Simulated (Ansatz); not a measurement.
The elements of this relaxed trial crystal are hidden behind letters.

```
lattice vectors (Å)
  -1.3922    1.3922    5.6806
   1.3922   -1.3922    5.6806
   1.3922    1.3922   -5.6806
fractional positions
X 0.8455 0.8455 0.0000
X 0.1545 0.1545 0.0000
Z 0.5000 0.5000 0.0000
```

Level of theory: Ansatz, DFT PBE, scalar-relativistic, plane waves, PAW. Plane waves to 420 eV, an 18×18×18 mesh through Γ for the 3-atom cell and 0.10 eV Gaussian smearing; no spin polarisation.

```
Space group                                 : I4/mmm (No. 139)
Conventional cell                           : a = 2.784 Å, c = 11.361 Å
Volume per atom                             : 14.68 Å³
Density                                     : 4.43 g/cm³
Energy over the elements                    : −0.09 eV/atom
Gap on the 18×18×18 mesh of the 3-atom cell : 0 eV (a metal)
```

Energies are uncorrected and count from the elements' standard states at the same level.

Question: X is a p-block element of period 3 and Z is a d-block element of period 4. Which elements are they?

Answer: X = Al, Z = Cu, so the formula is Al2Cu. Density times volume gives a mean mass of 4.43 × 14.68/1.6605 = 39.2 u per atom, and this set has 39.2 u. Al is surrounded by 4 Cu at 2.64 Å and 8 Al at 2.78–2.93 Å; around Cu lie 8 Al at 2.64 Å and 4 Cu at 2.78 Å. Other sets within the hints have nearly the same mass, so mass alone doesn't settle it; this one was computed.

Symmetry constrained the relaxation, so the result can be a saddle point.
